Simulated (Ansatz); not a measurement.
# HfS$_{2}$ (P-3m1), clamped-ion strain scan

These are results of DFT PBE+D3(BJ), scalar-relativistic, plane waves, PAW (Ansatz), not measurements. Settings: plane waves to 420 eV, k-mesh 12×12×6 (Γ-centred), Gaussian smearing 0.05 eV. Spin–orbit coupling is left out, which matters for the heavy elements here. No spin polarisation. Energies are free energies at this smearing, counted from the undisturbed cell; pressure is positive in compression.

Reference structure (relaxed at this level):

```yaml
crystal:
  lattice:
    - [3.60586, 0.00000, 0.00000]
    - [-1.80293, 3.12277, 0.00000]
    - [0.00000, 0.00000, 5.77039]
  atoms:
    - { symbol: Hf, position: [0.00000, 0.00000, 0.00000] }
    - { symbol: S, position: [0.66667, 0.33333, 0.74761] }
    - { symbol: S, position: [0.33333, 0.66667, 0.25239] }
```

The cell is strained by ε times the Voigt pattern (0, 0, 1, 0, 0, 0) (xx, yy, zz, yz, xz, xy; engineering shear) with fractional coordinates fixed.

```
      ε  ΔE (meV/atom) stress summed along the pattern (GPa, tension positive) pressure (GPa) gap on the mesh (eV)
-0.0400           15.9                                                    -6.00             4.1                  0.79
-0.0300            8.8                                                    -4.44             3.0                  0.80
-0.0200            3.9                                                    -2.91             2.0                  0.82
-0.0100            1.0                                                    -1.43             0.9                  0.83
 0.0000            0.0                                                     0.02             0.0                  0.85
 0.0100            1.0                                                     1.42            -0.9                  0.87
 0.0200            3.8                                                     2.80            -1.8                  0.89
 0.0300            8.5                                                     4.14            -2.7                  0.91
 0.0350           11.5                                                     4.79            -3.1                  0.89
 0.0400           15.0                                                     5.44            -3.5                  0.87
```